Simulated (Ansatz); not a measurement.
**Be (omega type): how the settings move a single-point run**

Aim: see which settings change the result for Be (omega type), by how much, and at what cost.

Program: Ansatz 0.2.0. Level of theory: reference: DFT, PBE, PAW with Ansatz's default frozen-core files, scalar-relativistic. These are calculated values, not measurements.

**1. Starting point**

It takes space group P6/mmm (No. 191, hexagonal). The conventional cell has a = 3.040 Å, b = 3.040 Å, c = 1.815 Å, α = 90.00°, β = 90.00°, γ = 120.00°. Around Be (site symmetry 6/mmm) lie 14 Be at 1.81 to 1.98 Å. Be (site symmetry -6m2) has 11 Be at 1.75 to 1.98 Å as nearest neighbours.

Coordinates:

```xyz
3
Lattice="3.0395 0.0000 0.0000 -1.5198 2.6323 0.0000 0.0000 0.0000 1.8146" Properties=species:S:1:pos:R:3 pbc="T T T"
Be    0.0000    0.0000    0.0000
Be    0.0000    1.7549    0.9073
Be    1.5198    0.8774    0.9073
```

**2. Reference**

Input file input.yaml:

```yaml
crystal:
  lattice:
    - [3.0395033529, 0.0, 0.0]
    - [-1.5197516764, 2.6322871185, 0.0]
    - [0.0, 0.0, 1.8146112181]
  atoms:
    - { symbol: Be, position: [0.0, 0.0, 0.0] }
    - { symbol: Be, position: [0.3333333333, 0.6666666667, 0.5] }
    - { symbol: Be, position: [0.6666666667, 0.3333333333, 0.5] }
kpoints:
  mp_grid: { grid: [10, 10, 14] }
scf:
  occupations: { method: fermi_dirac, width: 0.08 }
hamiltonian:
  xc: pbe
  pseudopotentials: { kind: paw }
output:
  forces: true
  stress: true
  eigenvalues: true
  populations: true
  write_density: true
  write_potential: true
  elf: true
  volumetric_format: npy
```

Started as:

```console
$ ansatz run input.yaml --threads 1 --pin off --max-ram 3072MiB --backend cpu --events-out ev --progress --plain --runs-dir out
```

**3. Changing settings: chi_scale 0.0, dr2_threshold 1.0e-06, xc_grid 1**

input.yaml: that of step 2 with these lines changed.

```diff
@@ -13,2 +13,4 @@
   occupations: { method: fermi_dirac, width: 0.08 }
+  initial_density: { chi_scale: 0.0 }
+  convergence: { dr2_threshold: 1.0e-06 }
 hamiltonian:
@@ -21,5 +23,3 @@
   populations: true
-  write_density: true
-  write_potential: true
-  elf: true
-  volumetric_format: npy
+basis:
+  xc_grid: 1
```

What does the calculation give? Wanted: for each run, ending; energy change; pressure; gap; force.

As calculated:

```csv
run,ending,energy change,pressure (GPa),gap (eV),force (eV/Å),cycles,time
reference,converged,0,136.6,0.00,0.00,6,1.1 s
"1: chi_scale 0.0, dr2_threshold 1.0e-06, xc_grid 1",converged,0.0 meV/atom,136.6,0.00,0.00,5,1.1 s
```

Times don't compare one to one where runs were asked for different outputs or read a saved state (see the inputs); cycles may leave out searches for a lower state.

Residual by cycle in the longest SCF loop of each run; runs are numbered as in the table. The quantity is the density residual dr2, in eV.

```csv
cycle,reference,run 1
1,0.0124,0.0171
2,0.00157,0.00437
3,2.2e-5,5.7e-5
4,1.4e-7,1.3e-6
5,3.2e-9,2.3e-7
6,1.9e-11,-
```

What this shows: Changing the start, convergence setting and numerical grids hardly moves the energy: 0.0 meV/atom. The structure is not at rest: the sound run finds 137 GPa, so these are no properties of the relaxed crystal. 
